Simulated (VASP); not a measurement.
## SnTe: relaxation of cell and atoms with PBE

The system is SnTe.

```
CELL_PARAMETERS angstrom
0.00000 3.20356 3.20356
3.20356 0.00000 3.20356
3.20356 3.20356 0.00000
ATOMIC_POSITIONS crystal
Sn 0.00000 0.00000 0.00000
Te 0.50000 0.50000 0.50000
```

| Quantity | Value |
| --- | --- |
| Program | VASP 6.6.1 |
| Task | relaxation of cell and atoms |
| Functional | PBE |
| Potentials or basis | VASP PAW PBE potentials, release 64 (Sn, Te) |
| Cutoff | 520 eV |
| k mesh | 8 × 8 × 8 |
| Occupations | gaussian, width 0.02 eV |
| Spin | no spin polarisation |
| Further INCAR settings | ALGO = Normal; EDIFF = 1e-07; IBRION = 2; EDIFFG = -0.002; NSW = 80; ISIF = 3 |

- Pressure after relaxing: 0.0 GPa
- Band gap on the k mesh: 0.05 eV, direct

Final structure:
```
CELL_PARAMETERS angstrom
0.00000 3.20356 3.20356
3.20356 0.00000 3.20356
3.20356 3.20356 0.00000
ATOMIC_POSITIONS crystal
Sn 0.00000 0.00000 0.00000
Te 0.50000 0.50000 0.50000
```

Levels at points of the mesh, in eV from the valence-band top:
```tsv
k point	band 2	band 3	band 4	band 5	band 6	band 7	band 8	band 9
(0.00, 0.00, 0.00)	-4.86	-2.00	-2.00	-2.00	3.25	3.25	3.25	4.84
(0.50, 0.00, 0.00)	-8.07	-1.68	-1.68	0.00	0.05	0.45	0.45	7.65
(0.50, 0.50, 0.00)	-6.43	-5.22	-3.50	-3.50	2.38	4.70	4.70	6.03
```

Run time: 14 s on 1 thread of Intel(R) Xeon(R) Platinum 8559C (Emerald Rapids) (shared host), peak memory 0.21 GiB.

Caveat: the relaxation stopped at its first step, so nothing moved; spin-orbit coupling is left out, which moves the levels of the heavy elements. A k mesh can miss the band edges.
